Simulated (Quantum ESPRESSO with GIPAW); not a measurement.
# 17O shielding of HfO2 between 90 and 108 % of the starting cell volume, GIPAW with PBEsol

A common rule of thumb holds that oxygen in an oxide loses shielding as its bonds to the metal lengthen. We test it on monoclinic HfO2 by changing the volume of one cell and relaxing the atoms, so that the chemistry stays fixed while the distances change. The question has practical weight because HfO2 serves as a gate dielectric and, in thin films, as a ferroelectric. Strain and density vary in such layers, and 17O NMR is one way to look at the surroundings of the oxygen atoms. We calculate isotropic shieldings of static cells with GIPAW and PBEsol, on the absolute scale and without the macroscopic shape term. Volumes are given in per cent of the starting cell. A lower shielding means a higher chemical shift.

## Computational details

Cells built by us on the structure of HfO2 in the Crystallography Open Database (COD); the series runs over the volume of the cell, in per cent of the starting one. All shieldings are on the absolute scale with the macroscopic shape term taken out. Shieldings by GIPAW with PBEsol in Quantum ESPRESSO with gipaw.x (a patched development version 8.0), plane-wave PAW files from pslibrary 1.0.0 recipes, scalar-relativistic cores, no spin-orbit coupling, no spin; in these runs cutoffs 55 Ry, k spacing 0.32 Å⁻¹ (2π included) or finer. The macroscopic shape term was treated afterwards and alike for all rows, whichever way its switch stood in a run: any printed term was subtracted, and where a column says so that of a sphere was added from the printed susceptibility. Static atoms. The first shell of a cation holds the anions within 1.2 times its shortest bond (1.3 for large cations, and wider where that leaves a large cation fewer than four or five); that of an anion holds the cations whose shells include it; covalently bonded atoms count in both. Relaxed geometries were made with pw.x of Quantum ESPRESSO (PBEsol), at cutoffs of 50 Ry, on the k meshes 3×3×3. k meshes of the tabled runs: 4×4×4. In some ground-state or relaxation runs pw.x warned of eigenvalues not converged in a step; every run reached its self-consistency threshold.

Notes on method and selection:

- Shielding and shift run in opposite directions: δ ≈ σ(reference) − σ.
- Static lattice: no motional averaging.
- The response operators are non-relativistic and spin-orbit coupling is absent, so values at or next to heavy atoms are less sure.
- These shielding methods need a band gap: all members are semiconductors or insulators at this level. The paramagnetic part grows as the gap narrows, and semilocal functionals make gaps too small.
- Runs that did not converge, have known faults or may not be shown are not listed, and runs on Ansatz's PAW sets soft_1 and soft_2 are kept to separate tables.

Columns:

- volume (%): volume of the cell, in per cent of the starting one.
- bond length (Å): mean distance from O to its first shell.
- f-sum miss (electrons): largest miss of the f-sum rule for the valence electrons, a test of mesh and cutoff.
- σ(17O) (ppm): isotropic 17O shielding, mean over the O atoms of the cell.
- σ(177Hf) (ppm): isotropic 177Hf shielding, mean over the Hf atoms of the cell.
- span, 17O (ppm): span of the 17O tensor, mean over the atoms.

Input lines of one member:

```
&inputgipaw
  job = 'nmr'
  prefix = 'x'
  tmp_dir = './tmp/'
  restart_mode = 'from_scratch'
  verbosity = 'low'
  q_gipaw = 0.01
  spline_ps = .true.
  conv_threshold = 1.0d-11
  use_nmr_macroscopic_shape = .false.
  pawproj(1) = .true.
  pawproj(2) = .true.
/
```

Command (options for logging and memory left out): `mpirun -np 4 gipaw.x -in nmr.in > nmr.out`

## Data

| member | volume (%) | bond length (Å) | f-sum miss (electrons) | σ(17O) (ppm) | σ(177Hf) (ppm) | span, 17O (ppm) | remark |
| --- | --- | --- | --- | --- | --- | --- | --- |
| HfO2, 90 % volume | 90.0 | 2.074 | 0.003 | −74.8 | 4980.4 | 192.5 | atoms relaxed |
| HfO2, 92.5 % volume | 92.5 | 2.088 | 0.003 | −79.2 | 4995.0 | 191.2 | atoms relaxed |
| HfO2, 95 % volume | 95.0 | 2.102 | 0.004 | ? | ? | ? |  |
| HfO2, 97.5 % volume | 97.5 | 2.118 | 0.003 | −89.9 | 4999.0 | 182.8 | atoms relaxed |
| HfO2, 100 % volume | 100.0 | 2.135 | 0.003 | −95.3 | 4990.1 | 179.2 | atoms relaxed |
| HfO2, 102 % volume | 102.0 | 2.148 | 0.003 | −99.4 | 4976.5 | 178.3 | atoms relaxed |
| HfO2, 104 % volume | 104.0 | 2.161 | 0.003 | −103.0 | 4954.6 | 180.5 | atoms relaxed |
| HfO2, 106 % volume | 106.0 | 2.141 | 0.003 | −105.6 | 4919.5 | 188.2 | atoms relaxed |
| HfO2, 108 % volume | 108.0 | 2.137 | 0.002 | −106.7 | 4866.6 | 203.0 | atoms relaxed |

Cells marked ? are withheld until the estimate has been made.

Least-squares fits to the members shown, with x = volume (%); R² and errors in the fitted variable (y, or ln y where the fit is in ln y):

| y | members | fit | R² | rms residual | leave-one-out rms | the same for the mean of the others |
| --- | --- | --- | --- | --- | --- | --- |
| σ(17O) (ppm) | 8 | y = 93.82 − 1.881 x | 0.99 | 1.3 | 1.8 | 13 |
| σ(177Hf) (ppm) | 8 | y = 5506 − 5.461 x | 0.57 | 28 | 42 | 49 |

## Mechanism

The mean 17O shielding falls at every step between the rows shown, from −74.8 ppm at 90 % to −106.7 ppm at 108 %. The straight-line fit gives −1.88 ppm per per cent of volume and is far better than the mean of the others, but the slope is not constant. It is (−89.9 + 79.2) / 5.0 = −2.14 ppm per per cent between 92.5 and 97.5 %, and only (−106.7 + 105.6) / 2.0 = −0.55 between 106 and 108 %.

Up to 104 % the rule of thumb holds: bond length rises and shielding falls. Beyond that the tabulated mean no longer tracks the shielding and cannot test the rule. The cells at 100 and 108 % have nearly equal mean bond lengths, 2.135 and 2.137 Å, yet their shieldings differ by 11.4 ppm. The shorter mean in the larger cells probably arises because a long Hf–O contact has dropped out of the counted shell, so the column no longer follows the same set of bonds.

The likely cause of the fall is the paramagnetic term, roughly $\sigma_p \propto -\langle r^{-3}\rangle/\Delta E$, where $\Delta E$ is a mean excitation energy from filled O 2p to empty, mainly Hf 5d states. Expansion weakens the O 2p–Hf 5d overlap that pushes these levels apart, which would lower $\Delta E$ and deshield oxygen. The band gap is no substitute for $\Delta E$: it narrows up to about the starting volume and then widens, while the shielding goes on falling.

The flattening at large volume hides a difference between the two kinds of O site. At 108 % the less shielded kind has already turned upward, although the mean still falls.

The 177Hf shielding behaves differently. Among the rows shown it is highest at 97.5 % and drops by 132.4 ppm from there to 108 %. A straight line describes it poorly, with a leave-one-out error of 42 ppm against 49 ppm for the mean.

## Estimating the withheld member

Plain estimates from the members shown:

- HfO2, 95 % volume, fit at x = 95.0: −84.9 ppm
- HfO2, 95 % volume, straight-line interpolation between HfO2, 92.5 % volume and HfO2, 97.5 % volume: w = (95.0 − 92.5) / (97.5 − 92.5) = 0.500, so −79.2 + 0.500 × (−89.9 − (−79.2)) = −84.6 ppm

The 95 % cell lies midway between two calculated neighbours, so a local interpolation is preferable to the global line, which ignores the changing slope. The bond length supports a smooth passage: 2.102 Å, against a midpoint of (2.088 + 2.118) / 2 = 2.103 Å.

The straight line between the neighbours gives −84.6 ppm. It leaves out the curvature, which a cubic through the rows at 90, 92.5, 97.5 and 100 % includes. For points placed evenly about the centre this is

$\sigma_0 = [4(\sigma_{-1}+\sigma_{+1}) - (\sigma_{-2}+\sigma_{+2})]/6$

and gives [4 × (−79.2 − 89.9) − (−74.8 − 95.3)] / 6 = −84.4 ppm. The upward correction of about 0.2 ppm has the sign expected where the fall steepens with volume.

Tried on the 104 % cell, with the rows at 100, 102, 106 and 108 %, the same formula gives [4 × (−99.4 − 105.6) − (−95.3 − 106.7)] / 6 = −103.0 ppm, the tabulated value. The straight line between 102 and 106 % gives −102.5 ppm there.

A single test with so small a miss would make the error bar too narrow, and the spacing here is wider, 97.5 − 95.0 = 2.5 % instead of 2 %. We therefore take 0.3 ppm as one standard deviation, somewhat more than the whole curvature correction.

**Committed estimate, HfO2, 95 % volume: σ(17O) = −84.4 ± 0.3 ppm.**

## Result

| member | volume (%) | bond length (Å) | f-sum miss (electrons) | σ(17O) (ppm) | σ(177Hf) (ppm) | span, 17O (ppm) | remark |
| --- | --- | --- | --- | --- | --- | --- | --- |
| HfO2, 95 % volume | 95.0 | 2.102 | 0.004 | −84.5 | 5002.1 | 186.9 | atoms relaxed |

| member | estimate | σ(17O) (ppm) | computed | estimate − computed | miss in error bars |
| --- | --- | --- | --- | --- | --- |
| HfO2, 95 % volume | committed | −84.4 | −84.5 | +0.1 | 0.3 |
| HfO2, 95 % volume | fit | −84.9 | −84.5 | −0.4 |  |
| HfO2, 95 % volume | interpolation | −84.6 | −84.5 | −0.1 |  |

The estimate of −84.4 ppm lies 0.1 ppm above the computed −84.5 ppm, well inside its error bar of 0.3 ppm. It did no better than the straight line between the neighbours, which missed by the same amount on the other side. The fit over all volumes missed by 0.4 ppm.

The choice of a local route was sound. The curvature correction of 0.2 ppm had the right sign but brought no gain, because the computed value falls midway between the two estimates. The slopes on either side of the new row are nearly equal: (−84.5 + 79.2) / (95.0 − 92.5) = −2.12 and (−89.9 + 84.5) / (97.5 − 95.0) = −2.16 ppm per per cent.

The result confirms a smooth passage through this volume and says little about its cause. Weaker O 2p–Hf 5d overlap is one possibility, but any mechanism that varies smoothly with volume would have passed this test. Overlap also acts in two directions. It pushes the filled and empty levels apart, which shields oxygen, and it mixes Hf 5d character into the filled O 2p states, which strengthens the paramagnetic term and deshields oxygen. Under Mechanism we considered only the first effect, and the series does not separate the two.

We also stated the rule of thumb too broadly at the start. Between different O sites in oxides of d0 metals such as Hf(IV), the order is often the reverse. In monoclinic HfO2 the oxygen bonded to three Hf atoms has shorter bonds than the oxygen bonded to four, yet it is the less shielded of the two. What holds here up to 104 % is a trend of the cell mean when one cell is expanded. It does not tell which of two sites, or of two oxides, has the lower shielding.

## Residuals

Least-squares fits to the whole series, with x = volume (%); R² and errors in the fitted variable (y, or ln y where the fit is in ln y):

| y | members | fit | R² | rms residual | leave-one-out rms | the same for the mean of the others |
| --- | --- | --- | --- | --- | --- | --- |
| σ(17O) (ppm) | 9 | y = 94.34 − 1.885 x | 0.99 | 1.2 | 1.7 | 12 |
| σ(177Hf) (ppm) | 9 | y = 5529 − 5.674 x | 0.60 | 27 | 39 | 48 |

Largest departures from the fit to the whole series:

| member | σ(17O) (ppm) | fit | computed − fit | in rms residuals |
| --- | --- | --- | --- | --- |
| HfO2, 108 % volume | −106.7 | −109.2 | +2.5 | 2.1 |
| HfO2, 102 % volume | −99.4 | −97.9 | −1.5 | 1.2 |
| HfO2, 104 % volume | −103.0 | −101.7 | −1.3 | 1.1 |
| HfO2, 100 % volume | −95.3 | −94.2 | −1.1 | 1.0 |

The 108 % cell stands farthest from the line, at +2.5 ppm or 2.1 rms residuals. Its oxygen is more shielded than the line predicts because the fall has nearly stopped there. A change in the oxygen surroundings is the likeliest reason. Between 104 and 108 % the mean bond length drops from 2.161 to 2.137 Å although the cell grows, and the span of the tensor rises from 180.5 to 203.0 ppm. This fits relaxed atoms that keep their shorter bonds while a longer contact opens. The upward turn of the less shielded kind of O site acts in the same direction as the departure.

The cells at 100, 102 and 104 % lie 1.1 to 1.5 ppm below the line. They need no separate chemical reason: a straight line drawn through a bowed series runs above its middle part, and the flattening at 108 % tilts it further that way.

## Summary

From 90 to 104 % the mean 17O shielding falls as the mean bond length grows. Beyond that the shielding still falls, but the bond length no longer tracks it. This trend belongs to the expansion of one cell and must not be used to rank different O sites by their bond lengths. Between 92.5 and 102 % the slope is (−99.4 + 79.2) / (102.0 − 92.5) = −2.13 ppm per per cent, so a cell volume 1 % too large raises the calculated 17O shift by about 2 ppm. This matters for the 100 % row itself: it is the starting cell, in which only the atoms were relaxed, and it need not be free of stress in PBEsol. The percentages are therefore not strains from equilibrium, and −95.3 ppm should not be read as the shielding of the PBEsol equilibrium cell. Interpolation between near neighbours came within 0.1 ppm at 95 % and 0.5 ppm at 104 %; the line through the whole series has a leave-one-out error of 1.7 ppm.

For 17O the too small gaps of a semilocal functional probably make the absolute shielding too low. We compare with no measured shift, so the size of this error is untested; in an oxide of a d0 metal it can be well above the range of the series, −74.8 − (−106.7) = 31.9 ppm. The tabulated shieldings should therefore not be turned into absolute shifts without a calibration on measured shifts of related oxides. Spin-orbit coupling at the neighbouring Hf, left out here, would probably lower the shielding. Part of both errors should cancel between volumes, but an error that grows with the paramagnetic term also alters the slope, and the series cannot show by how much. For 177Hf, relativistic terms missing from the response should raise the absolute shielding by far more than the 135.5 ppm spread, and how far this cancels between volumes is untested too.

[Logs are printed without paths, hosts, clocks, repeated set-up lines and the standing remarks that a program may print on its own settings, such as how far it seeks lower states.]
